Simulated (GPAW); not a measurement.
Runs of GPAW 26.7.0 on TaS2. Symmetry: P-3m1, No. 164, trigonal system. Conventional cell: a = 3.350 Å, b = 3.350 Å, c = 5.860 Å, α = 90.00°, β = 90.00°, γ = 120.00°. Around Ta (site symmetry -3m) lie 6 S at 2.43 Å. S (site symmetry 3m) has 3 Ta at 2.43 Å as nearest neighbours. 

```tsv
task	level	potentials or basis	spin	cell	k mesh	smearing	band path	band points	spin axis theta (degrees)	spin axis phi (degrees)	soc after scf	gap on the mesh (eV)	pressure (GPa)	largest force (eV/Å)
single point	PBE	GPAW PAW data sets (gpaw-data 1.2.1), pw	off	as given	9 × 9 × 5	gaussian 0.03 eV	-	-	-	-	-	none	9.5	1.30
band structure	RPBE+D3(BJ)	the program's PAW data sets (release 1.2.1) made for this functional, pw	SOC, no magnetisation	as given	7 × 7 × 4	fermi-dirac 0.02 eV	GMKGALHA,LM,KH	100	54.7	45	second variation	-	-6.1	0.95
single point	revPBE+D4	the program's PAW data sets (release 1.2.1) made for this functional, pw	off	as given	9 × 9 × 5	gaussian 0.05 eV	-	-	-	-	-	none	6.0	1.38
relaxation of cell and atoms	BLYP+D4	PAW data sets generated in the run's folder for this functional, pw	off	relaxed to 2 GPa	9 × 9 × 5	fermi-dirac 0.05 eV	-	-	-	-	-	none	2.0	0.01
single point	LDA	the program's PAW data sets (release 1.2.1) made for this functional, pw	off	as given	9 × 9 × 5	gaussian 0.05 eV	-	-	-	-	-	none	1.3	0.77
band structure	PBE	GPAW PAW data sets (gpaw-data 1.2.1), pw	SOC, no magnetisation	as given	7 × 7 × 4	fermi-dirac 0.05 eV	GMKGALHA,LM,KH	100	90	45	second variation	-	(a)	1.25
relaxation of cell and atoms	PBEint	PAW data sets generated in the run's folder for this functional, pw	off	relaxed to 1 GPa	7 × 7 × 4	fermi-dirac 0.05 eV	-	-	-	-	-	none	1.1	0.01
single point	PBE	GPAW PAW data sets (gpaw-data 1.2.1), pw	off	as given	9 × 9 × 5	gaussian 0.029 eV	-	-	-	-	-	none	9.5	1.30
single point	PBE	GPAW PAW data sets (gpaw-data 1.2.1), pw	off	as given	9 × 9 × 5	gaussian 0.012 eV	-	-	-	-	-	none	9.5	1.30
single point	PBEsol	PAW data sets generated in the run's folder for this functional, pw	off	as given	9 × 9 × 5	gaussian 0.05 eV	-	-	-	-	-	none	4.7	(b)
band structure	r2SCAN	GPAW PAW data sets (gpaw-data 1.2.1), pw	off	as given	9 × 9 × 5	fermi-dirac 0.05 eV	GMKGALHA,LM,KH	100	-	-	-	-	8.0	1.02
```

Alike in all rows: cutoff (eV) 600.

Question: Fill in the values left out.

Answer: (a) 9.4; (b) 1.04.

Caveats: this functional lacks dispersion, which binds the layers, so the pressure and a relaxed spacing across them are unreliable (some runs); forces of over 1 eV/Å show positions far from the minimum, so gaps and moduli don't describe the material at rest (some runs); spin-orbit coupling was added after a scalar SCF, so levels and gaps hold it while energy, forces, pressure and moments don't (some runs); this program's spin-orbit splittings come out too wide for heavy elements (some runs); later steps reuse the first step's grids (some runs); the PAW data sets were made with another functional, which shifts forces and pressure a little (some runs); spin-orbit coupling is left out, which moves the levels of the heavy elements (some runs).

A k mesh can miss the band edges, and rows without SOC leave out spin-orbit coupling on Ta.

A gap of «none» marks a metal or a gap under the smearing width.
